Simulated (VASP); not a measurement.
# GaN under biaxial strain

How does GaN answer to strain in the plane, when the third axis is free? The starting structure is a measured crystal structure from the Crystallography Open Database. All runs use LDA. The equilibrium cell comes from relaxations that aren't shown. Its Cartesian x and y axes are then stretched or squeezed alike, and the third axis is relaxed.

Main program and level: VASP 6.6.1; Kohn-Sham DFT with plane waves and PAW; LDA.

### 1. The starting structure

It takes space group P6_3mc (No. 186, hexagonal). Conventional cell: a = 3.197 Å, b = 3.197 Å, c = 5.207 Å, α = 90.00°, β = 90.00°, γ = 120.00°. Ga has 4 N at 1.95 to 1.97 Å nearest. Nearest to N lie 4 Ga at 1.95 to 1.97 Å. Farther neighbours and most contacts between anions are not listed.

Coordinates:

```xyz
4
Lattice="3.1972 0.0000 0.0000 -1.5986 2.7689 0.0000 0.0000 0.0000 5.2070" Properties=species:S:1:pos:R:3 pbc="T T T"
Ga    1.5986    0.9230    3.0784
Ga    0.0000    1.8459    0.4749
N     1.5986    0.9230    5.0445
N     0.0000    1.8459    2.4410
```

### 2. Relaxation at no strain

This run starts from the cell of an earlier relaxation, which isn't shown; the restart sets up the plane waves anew.

INCAR

```
SYSTEM = GaN
PREC = Accurate
ENCUT = 560
EDIFF = 1E-07
NELM = 100
ISMEAR = 0
SIGMA = 0.03
LREAL = .FALSE.
ALGO = Normal
GGA = CA
NBANDS = 24
LORBIT = 11
LWAVE = .FALSE.
LCHARG = .FALSE.
KPAR = 8
IBRION = 2
NSW = 50
ISIF = 3
EDIFFG = -0.003
LATTICE_CONSTRAINTS = .FALSE. .FALSE. .TRUE.
```

POSCAR

```
GaN
1.0
    3.1575934505      0.0000000000      0.0000000000
   -1.5787967253      2.7345561420      0.0000000000
    0.0000000000      0.0000000000      5.1475791034
Ga N
2 2
Direct
    0.6666666700      0.3333333300      0.5917974693
    0.3333333300      0.6666666700      0.0917974693
    0.6666666700      0.3333333300      0.9682025307
    0.3333333300      0.6666666700      0.4682025307
```

KPOINTS

```
Automatic mesh
0
Gamma
9 9 4
0 0 0
```

Potentials, in the order of the species: Ga_d and N (LDA family, release 64).

The run is started by

```bash
> mpirun -np 8 vasp_std
```

The log of the run:

```text
[banner, memory and clock lines left out]
running    8 mpi-ranks, on    1 nodes
 distrk:  each k-point on    1 cores,    8 groups
 distr:  one band on    1 cores,    1 groups

 POSCAR found type information on POSCAR GaN
 POSCAR found :  2 types and       4 ions
|                                                                             |
|           W    W    AA    RRRRR   N    N  II  N    N   GGGG   !!!           |
|           W    W   A  A   R    R  NN   N  II  NN   N  G    G  !!!           |
|           W    W  A    A  R    R  N N  N  II  N N  N  G       !!!           |
|           W WW W  AAAAAA  RRRRR   N  N N  II  N  N N  G  GGG   !            |
|           WW  WW  A    A  R   R   N   NN  II  N   NN  G    G                |
|           W    W  A    A  R    R  N    N  II  N    N   GGGG   !!!           |
|                                                                             |
|     For optimal performance we recommend to set                             |
|       NCORE = 2 up to number-of-cores-per-socket                            |
|     NCORE specifies how many cores store one orbital (NPAR=cpu/NCORE).      |
|     This setting can greatly improve the performance of VASP for DFT.       |
|     The default, NCORE=1 might be grossly inefficient on modern             |
|     multi-core architectures or massively parallel machines. Do your        |
|     Unfortunately you need to use the default for GW and RPA                |
|     calculations (for HF NCORE is supported but not extensively tested      |
|     yet).                                                                   |
|                                                                             |

 LDA part: xc-table for (Slater(with rela. corr.)+CA(PZ))
 , standard interpolation
 POSCAR, INCAR and KPOINTS ok, starting setup
 FFT: planning ... GRIDC
 FFT: planning ... GRID_SOFT
 FFT: planning ... GRID
 WAVECAR not read
 entering main loop
       N       E                     dE             d eps       ncg     rms          rms(c)
DAV:   1     0.282161975042E+03    0.28216E+03   -0.18965E+04  1872   0.297E+03
DAV:   2     0.233949014225E+01   -0.27982E+03   -0.26728E+03  1912   0.542E+02
DAV:   3    -0.311003097668E+02   -0.33440E+02   -0.33177E+02  2104   0.147E+02
DAV:   4    -0.320391451161E+02   -0.93884E+00   -0.93695E+00  2048   0.277E+01
DAV:   5    -0.320585908180E+02   -0.19446E-01   -0.19438E-01  2112   0.356E+00    0.107E+01
DAV:   6    -0.279343817350E+02    0.41242E+01   -0.12753E+01  2960   0.550E+01    0.313E+00
DAV:   7    -0.279708517461E+02   -0.36470E-01   -0.13745E+00  1856   0.904E+00    0.257E+00
DAV:   8    -0.279324063470E+02    0.38445E-01   -0.27678E-01  2936   0.615E+00    0.111E+00
DAV:   9    -0.279097681254E+02    0.22638E-01   -0.82741E-02  2936   0.462E+00    0.325E-01
DAV:  10    -0.279105121676E+02   -0.74404E-03   -0.55446E-03  1888   0.583E-01    0.122E-01
DAV:  11    -0.279102921509E+02    0.22002E-03   -0.12301E-03  2728   0.644E-01    0.435E-02
DAV:  12    -0.279103062378E+02   -0.14087E-04   -0.13046E-04  1840   0.752E-02    0.557E-02
DAV:  13    -0.279103106687E+02   -0.44309E-05   -0.30449E-06  2600   0.133E-02    0.642E-02
DAV:  14    -0.279102998703E+02    0.10798E-04   -0.63518E-06  2352   0.358E-02    0.450E-02
DAV:  15    -0.279102962501E+02    0.36202E-05   -0.28717E-06  2760   0.149E-02    0.357E-02
DAV:  16    -0.279102929334E+02    0.33167E-05   -0.22679E-06  2088   0.152E-02    0.249E-02
DAV:  17    -0.279102903689E+02    0.25645E-05   -0.55175E-06  2832   0.226E-02    0.787E-03
DAV:  18    -0.279102901510E+02    0.21787E-06   -0.10477E-06  2648   0.898E-03    0.275E-03
DAV:  19    -0.279102901157E+02    0.35314E-07   -0.10460E-07  1152   0.331E-03
   1 F= -.27910290E+02 E0= -.27910290E+02  d E =-.279103E+02
 curvature:   0.00 expect dE= 0.000E+00 dE for cont linesearch  0.000E+00
 trial: gam= 0.00000 g(F)=  0.504E-07 g(S)=  0.180E-06 ort = 0.000E+00 (trialstep = 0.100E+01)
 search vector abs. value=  0.231E-06
 reached required accuracy - stopping structural energy minimisation
```

Wall time 3.6 s (8 MPI ranks of Intel Xeon 6975P-C (Granite Rapids), shared host); peak memory 1.4 GiB.

The logs omit lines about the potential files and the build; timing stands in the text.

Parts of OUTCAR (step 2):

```text
ion  position               nearest neighbor table
   1  0.667  0.333  0.592-   4 1.93   4 1.93   4 1.93   3 1.94
   2  0.333  0.667  0.092-   3 1.93   3 1.93   3 1.93   4 1.94
   3  0.667  0.333  0.968-   2 1.93   2 1.93   2 1.93   1 1.94
   4  0.333  0.667  0.468-   1 1.93   1 1.93   1 1.93   2 1.94

  LATTYP: Found a hexagonal cell.
 ALAT       =     3.1575934505
 C/A-ratio  =     1.6302222512

 Subroutine GETGRP returns: Found 12 space group operations
 (whereof  6 operations were pure point group operations)

The static configuration has the point symmetry C_3v.
 The point group associated with its full space group is C_6v.

 Found     36 irreducible k-points:

   k-points           NKPTS =     36   k-points in BZ     NKDIM =     36   number of bands    NBANDS=     24

   dimension x,y,z NGX =    24 NGY =   24 NGZ =   40
   dimension x,y,z NGXF=    48 NGYF=   48 NGZF=   80

   ENCUT  =  560.0 eV  41.16 Ry    6.42 a.u.   6.09  6.09  9.93*2*pi/ulx,y,z

   NELECT =      36.0000    total number of electrons

 k-points in reciprocal lattice and weights: Automatic mesh
   0.00000000  0.00000000  0.00000000       0.003
   0.11111111  0.00000000  0.00000000       0.019
   0.22222222 -0.00000000  0.00000000       0.019
   0.33333333  0.00000000  0.00000000       0.019
   0.44444444 -0.00000000  0.00000000       0.019
   0.11111111  0.11111111  0.00000000       0.019
   0.22222222  0.11111111  0.00000000       0.037
   0.33333333  0.11111111  0.00000000       0.037
   0.44444444  0.11111111  0.00000000       0.019
[...]
0.33333333  0.22222222  0.50000000       0.037
   0.33333333  0.33333333  0.50000000       0.006

 average (electrostatic) potential at core
       1 -64.4167       2 -64.4167       3 -61.6763       4 -61.6763

 E-fermi :   5.5906

 k-point     1 :       0.0000    0.0000    0.0000
  band No.  band energies     occupation
    ...
     14       4.3014      2.00000
     15       4.3014      2.00000
     16       5.3261      2.00000
     17       5.3787      2.00000
     18       5.3787      2.00000
     19       7.4872      0.00000
     20       9.7254      0.00000
     21      14.5643      0.00000
     22      15.2487      0.00000
     23      15.2487      0.00000
    ...

 k-point     2 :       0.1111    0.0000    0.0000
  band No.  band energies     occupation
    ...
     14       3.4137      2.00000
     15       4.0394      2.00000
     16       4.4253      2.00000
     17       5.1981      2.00000
     18       5.2634      2.00000
     19       8.3327      0.00000
     20      10.4411      0.00000
     21      14.1251      0.00000
     22      14.5632      0.00000
     23      15.5667      0.00000
    ...

 k-point     3 :       0.2222   -0.0000    0.0000
  band No.  band energies     occupation
    ...
     14       1.6692      2.00000
     15       2.8814      2.00000
     16       3.4610      2.00000
     17       4.7799      2.00000
     18       4.9512      2.00000
     19       9.5196      0.00000
     20      11.3275      0.00000
     21      12.9344      0.00000
     22      13.9957      0.00000
     23      15.5737      0.00000
    ...

  Total       -0.0064344     -0.0064344     -0.0038667      0.0000000      0.0000000      0.0000000
  in kB       -0.2319401     -0.2319401     -0.1393821      0.0000000      0.0000000      0.0000000
  external PRESSURE =      -0.2010875 kB  Pullay stress =       0.0000000 kB

  energy-cutoff  :      560.00
  volume of cell :       44.45
      direct lattice vectors                 reciprocal lattice vectors
     3.157593450  0.000000000  0.000000000     0.316696882  0.182845030  0.000000000
    -1.578796725  2.734556142  0.000000000     0.000000000  0.365690060  0.000000000
     0.000000000  0.000000000  5.147579103     0.000000000  0.000000000  0.194266077

 POSITION                                       TOTAL-FORCE (eV/Angst)
 -----------------------------------------------------------------------------------
      1.57880      0.91152      3.04632         0.000000     -0.000000     -0.000511
     -0.00000      1.82304      0.47253         0.000000     -0.000000     -0.000511
      1.57880      0.91152      4.98390         0.000000      0.000000      0.000511
     -0.00000      1.82304      2.41011         0.000000     -0.000000      0.000511
 -----------------------------------------------------------------------------------
    total drift:                               -0.000011      0.000006     -0.001001

  FREE ENERGIE OF THE ION-ELECTRON SYSTEM (eV)
  ---------------------------------------------------
  free  energy   TOTEN  =       -27.9102901157 eV

  energy  without entropy=      -27.9102901157  energy(sigma->0) =      -27.91029012

 reached required accuracy - stopping structural energy minimisation

 total charge
# of ion       s       p       d       tot
------------------------------------------
    1        0.801   0.942  10.195  11.939
    2        0.801   0.942  10.195  11.939
    3        1.207   2.511   0.000   3.718
    4        1.207   2.511   0.000   3.718
--------------------------------------------------
tot          4.016   6.906  20.390  31.312

[... 3 further parts left out ...]
```

The run keeps the 12 symmetry operations of its start, so it cannot find a distortion of lower symmetry.

No strain: 11.112 Å³ an atom and a mean stress of -0.02 GPa, with a third cell vector of 5.148 Å, and 2.108 eV of gap on the mesh. Further runs on this cell, not shown, give the modes B1 (2) 697.7, E2 (2) 570.1, E2 (1) 140.0 cm⁻¹.

### 3. Relaxation at -2 % along x and y

This run starts from the cell of an earlier relaxation, which isn't shown; the restart sets up the plane waves anew.

INCAR is that of step 2.

POSCAR

```
GaN
1.0
    3.0944415815      0.0000000000      0.0000000000
   -1.5472207908      2.6798650192      0.0000000000
    0.0000000000      0.0000000000      5.1980018007
Ga N
2 2
Direct
    0.6666666700      0.3333333300      0.5944950419
    0.3333333300      0.6666666700      0.0944950419
    0.6666666700      0.3333333300      0.9655049581
    0.3333333300      0.6666666700      0.4655049581
```

KPOINTS is that of step 2.

The run is started by

```bash
> mpirun -np 8 vasp_std
```

The log of the run:

```text
[banner, memory and clock lines left out]
running    8 mpi-ranks, on    1 nodes
[...]
[... a notice as in an earlier step ...]

 LDA part: xc-table for (Slater(with rela. corr.)+CA(PZ))
 , standard interpolation
 POSCAR, INCAR and KPOINTS ok, starting setup
[...]
entering main loop
       N       E                     dE             d eps       ncg     rms          rms(c)
DAV:   1     0.272064560934E+03    0.27206E+03   -0.19042E+04  1904   0.299E+03
DAV:   2     0.805920677089E+00   -0.27126E+03   -0.25958E+03  1896   0.524E+02
DAV:   3    -0.311690015645E+02   -0.31975E+02   -0.31692E+02  2096   0.144E+02
DAV:   4    -0.321147310822E+02   -0.94573E+00   -0.94392E+00  2096   0.271E+01
[...]
DAV:  14    -0.278570869445E+02    0.61476E-05   -0.17791E-05  2464   0.388E-02    0.132E-02
DAV:  15    -0.278570864335E+02    0.51102E-06   -0.26779E-06  2144   0.115E-02    0.371E-03
DAV:  16    -0.278570863669E+02    0.66634E-07   -0.21846E-07  1560   0.453E-03
   1 F= -.27857086E+02 E0= -.27857086E+02  d E =-.278571E+02
[...]
reached required accuracy - stopping structural energy minimisation
```

Elapsed: 6.2 s, on 8 MPI ranks; peak memory 1.3 GiB; 44 s of CPU time.

OUTCAR, selected parts (step 3):

```text
  Total        2.6308248      2.6308248      0.0109861     -0.0000000     -0.0000000      0.0000000
  in kB       97.7846933     97.7846933      0.4083391     -0.0000000     -0.0000000      0.0000000
  external PRESSURE =      65.3259086 kB  Pullay stress =       0.0000000 kB

 POSITION                                       TOTAL-FORCE (eV/Angst)
 -----------------------------------------------------------------------------------
      1.54722      0.89329      3.09019         0.000000     -0.000000      0.001337
     -0.00000      1.78658      0.49119        -0.000000      0.000000      0.001337
      1.54722      0.89329      5.01870        -0.000000      0.000000     -0.001337
     -0.00000      1.78658      2.41970        -0.000000     -0.000000     -0.001337
 -----------------------------------------------------------------------------------
    total drift:                               -0.000010      0.000006     -0.000316

  FREE ENERGIE OF THE ION-ELECTRON SYSTEM (eV)
  ---------------------------------------------------
  free  energy   TOTEN  =       -27.8570863669 eV

  energy  without entropy=      -27.8570863669  energy(sigma->0) =      -27.85708637

[... 2 parts as in an earlier step ...]

[... 2 further parts left out ...]
[key lines of the parts left out:]
E-fermi :   5.9383
```

-2 % along x and y: 10.776 Å³ an atom and a mean stress of 6.53 GPa, with a third cell vector of 5.198 Å, and 2.166 eV of gap on the mesh. Further runs on this cell, not shown, give the modes B1 (2) 717.0, E2 (2) 597.2, E2 (1) 136.1 cm⁻¹.

### 4. Relaxation at +2 % along x and y

This run starts from the cell of an earlier relaxation, which isn't shown; the restart sets up the plane waves anew.

INCAR is that of step 3.

POSCAR

```
GaN
1.0
    3.2207453195      0.0000000000      0.0000000000
   -1.6103726598      2.7892472648      0.0000000000
    0.0000000000      0.0000000000      5.0974999632
Ga N
2 2
Direct
    0.6666666700      0.3333333300      0.5893321392
    0.3333333300      0.6666666700      0.0893321392
    0.6666666700      0.3333333300      0.9706678608
    0.3333333300      0.6666666700      0.4706678608
```

KPOINTS is that of step 3.

The run is started by

```bash
> mpirun -np 8 vasp_std
```

The log of the run:

```text
[... set-up lines as in an earlier step ...]
 entering main loop
       N       E                     dE             d eps       ncg     rms          rms(c)
DAV:   1     0.282569059172E+03    0.28257E+03   -0.18968E+04  1832   0.291E+03
DAV:   2     0.306832750574E+01   -0.27950E+03   -0.26729E+03  1888   0.537E+02
DAV:   3    -0.308213063311E+02   -0.33890E+02   -0.33612E+02  2080   0.147E+02
DAV:   4    -0.318830019416E+02   -0.10617E+01   -0.10600E+01  2128   0.286E+01
[...]
DAV:  18    -0.278627376586E+02    0.84911E-06   -0.14697E-06  2536   0.124E-02    0.716E-03
DAV:  19    -0.278627374711E+02    0.18751E-06   -0.62039E-07  2288   0.677E-03    0.259E-03
DAV:  20    -0.278627374408E+02    0.30293E-07   -0.12504E-07  1136   0.323E-03
   1 F= -.27862737E+02 E0= -.27862737E+02  d E =-.278627E+02
[...]
reached required accuracy - stopping structural energy minimisation
```

The job ended after 5.2 s (8 MPI ranks; peak memory 1.4 GiB; 37 s of CPU time).

From OUTCAR (step 4):

```text
  Total       -2.4136318     -2.4136318     -0.0050655      0.0000000      0.0000000      0.0000000
  in kB      -84.4463655    -84.4463654     -0.1772295      0.0000000      0.0000000      0.0000000
  external PRESSURE =     -56.3566534 kB  Pullay stress =       0.0000000 kB

 POSITION                                       TOTAL-FORCE (eV/Angst)
 -----------------------------------------------------------------------------------
      1.61037      0.92975      3.00412         0.000000      0.000000     -0.000572
     -0.00000      1.85950      0.45537        -0.000000     -0.000000     -0.000572
      1.61037      0.92975      4.94798        -0.000000      0.000000      0.000572
     -0.00000      1.85950      2.39923         0.000000      0.000000      0.000572
 -----------------------------------------------------------------------------------
    total drift:                               -0.000010      0.000006     -0.001003

  FREE ENERGIE OF THE ION-ELECTRON SYSTEM (eV)
  ---------------------------------------------------
  free  energy   TOTEN  =       -27.8627374408 eV

  energy  without entropy=      -27.8627374408  energy(sigma->0) =      -27.86273744

[... 2 parts as in an earlier step ...]

[... 2 further parts left out ...]
[key lines of the parts left out:]
E-fermi :   5.2950
```

+2 % along x and y: 11.448 Å³ an atom and a mean stress of -5.64 GPa, with a third cell vector of 5.097 Å, and 1.877 eV of gap on the mesh. Further runs on this cell, not shown, give the modes B1 (2) 681.1, E2 (2) 539.8, E2 (1) 141.5 cm⁻¹.

### 5. Relaxation at -1 % along x and y

This run starts from the cell of an earlier relaxation, which isn't shown; the restart sets up the plane waves anew.

INCAR is that of step 4.

POSCAR

```
GaN
1.0
    3.1260175160      0.0000000000      0.0000000000
   -1.5630087580      2.7072105806      0.0000000000
    0.0000000000      0.0000000000      5.1730217911
Ga N
2 2
Direct
    0.6666666700      0.3333333300      0.5931193448
    0.3333333300      0.6666666700      0.0931193448
    0.6666666700      0.3333333300      0.9668806552
    0.3333333300      0.6666666700      0.4668806552
```

KPOINTS is that of step 4.

The run is started by

```bash
> mpirun -np 8 vasp_std
```

The log of the run:

```text
[... set-up lines as in an earlier step ...]
 entering main loop
       N       E                     dE             d eps       ncg     rms          rms(c)
DAV:   1     0.284895592155E+03    0.28490E+03   -0.19107E+04  1864   0.298E+03
DAV:   2     0.322515024679E+01   -0.28167E+03   -0.26917E+03  1880   0.540E+02
DAV:   3    -0.311219591335E+02   -0.34347E+02   -0.34053E+02  2064   0.149E+02
DAV:   4    -0.320890746838E+02   -0.96712E+00   -0.96608E+00  2144   0.278E+01
[...]
DAV:  19    -0.278970822511E+02    0.26702E-05   -0.59159E-06  2816   0.223E-02    0.128E-02
DAV:  20    -0.278970813688E+02    0.88225E-06   -0.22377E-06  2416   0.154E-02    0.320E-03
DAV:  21    -0.278970813769E+02   -0.80436E-08   -0.60772E-07  1640   0.486E-03
   1 F= -.27897081E+02 E0= -.27897081E+02  d E =-.278971E+02
[...]
reached required accuracy - stopping structural energy minimisation
```

Elapsed: 4 s, on 8 MPI ranks; peak memory 1.4 GiB; 28 s of CPU time.

From OUTCAR (step 5):

```text
  Total        1.2828539      1.2828539     -0.0082361      0.0000000      0.0000000      0.0000000
  in kB       46.9493977     46.9493976     -0.3014233      0.0000000      0.0000000      0.0000000
  external PRESSURE =      31.1991240 kB  Pullay stress =       0.0000000 kB

 POSITION                                       TOTAL-FORCE (eV/Angst)
 -----------------------------------------------------------------------------------
      1.56301      0.90240      3.06822         0.000000     -0.000000      0.000495
     -0.00000      1.80481      0.48171         0.000000      0.000000      0.000495
      1.56301      0.90240      5.00169        -0.000000      0.000000     -0.000495
     -0.00000      1.80481      2.41518         0.000000      0.000000     -0.000495
 -----------------------------------------------------------------------------------
    total drift:                               -0.000011      0.000005     -0.000814

  FREE ENERGIE OF THE ION-ELECTRON SYSTEM (eV)
  ---------------------------------------------------
  free  energy   TOTEN  =       -27.8970813769 eV

  energy  without entropy=      -27.8970813769  energy(sigma->0) =      -27.89708138

[... 2 parts as in an earlier step ...]

[... 2 further parts left out ...]
[key lines of the parts left out:]
E-fermi :   5.7651
```

-1 % along x and y: 10.945 Å³ an atom and a mean stress of 3.12 GPa, with a third cell vector of 5.173 Å, and 2.145 eV of gap on the mesh. Further runs on this cell, not shown, give the modes B1 (2) 706.9, E2 (2) 584.1, E2 (1) 138.5 cm⁻¹.

(Continued in part 2 of 2.)

[Lines on the potential files, build, host, timing and source positions are cut from VASP's logs without a mark.]

[Logs are printed without paths, hosts, clocks, repeated set-up lines and the standing remarks that a program may print on its own settings, such as how far it seeks lower states.]

[Hosts, paths, dates, database ids (printed as entryN), source tags and the programs' standing remarks are cut or masked in the printed files.]
